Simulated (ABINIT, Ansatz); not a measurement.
MgO: band gap by level of theory

Symmetry: Fm-3m, No. 225, cubic system. Conventional cell: a = 4.194 Å, b = 4.194 Å, c = 4.194 Å, α = 90.00°, β = 90.00°, γ = 90.00°. Mg (site symmetry m-3m) is surrounded by 6 O at 2.10 Å. Around O (site symmetry m-3m) lie 6 Mg at 2.10 Å.

```tsv
rung	level	program and potentials	cutoff (eV)	k mesh	core time	chip	band gap (eV)	notes
GGA	PBE	Ansatz, Ansatz PAW	420	6 × 6 × 6	1.1 s	Intel Xeon	4.87	-
GGA	BLYP	Ansatz, Ansatz PAW	420	6 × 6 × 6	1.1 s	Intel Xeon	5.15	potentials made for PBE, which Ansatz adapts in part
GGA	PBEsol	Ansatz, Ansatz PAW	420	6 × 6 × 6	1.1 s	Intel Xeon	4.76	potentials made for PBE, which Ansatz adapts in part
GGA	RPBE	Ansatz, Ansatz PAW	420	6 × 6 × 6	1.2 s	Intel Xeon	4.98	potentials made for PBE, which Ansatz adapts in part
GGA	revPBE	Ansatz, Ansatz PAW	420	6 × 6 × 6	1.5 s	Intel Xeon	4.96	potentials made for PBE, which Ansatz adapts in part
LDA	LDA	Ansatz, Ansatz PAW	420	6 × 6 × 6	1.5 s	Intel Xeon	4.78	potentials made for PBE, which Ansatz adapts in part
meta-GGA	r2SCAN	Ansatz, Ansatz PAW	500	6 × 6 × 6	2 s	Intel Xeon	5.76	potentials made for PBE, which Ansatz adapts in part
GGA	BLYP	ABINIT, JTH PAW PBE v2.0	626	11 × 11 × 11	35 s	Arm Neoverse V1	5.12	potentials made for PBE
```

Times are single runs on shared hosts and different chips, so they are rough; meshes, cutoffs and the tasks' sizes weigh on the time. Task: band structure. All rows: no spin polarisation. Gaps are the least found on the k mesh or the band path, and a mesh can miss the band edges. Meshes differ between rows, which moves values too. All levels ran on this one cell, unrelaxed unless noted. Meshes are those of the run's cell of 2 atoms unless a note names another. Misses use the values as printed. Runs on faulty files, with rough fits or with known faults for this quantity aren't shown. No row holds spin-orbit coupling.

Measured: 7.83 eV (arxiv:0908.1581).

Which of the timed runs is the cheapest that comes within 0.3 eV of the measured band gap?

None of them does; the nearest misses by -2.07 eV. LDA and GGA gaps fall short mostly because these functionals lack the derivative discontinuity; the runs are for a static lattice, while measurements hold temperature and zero-point motion.
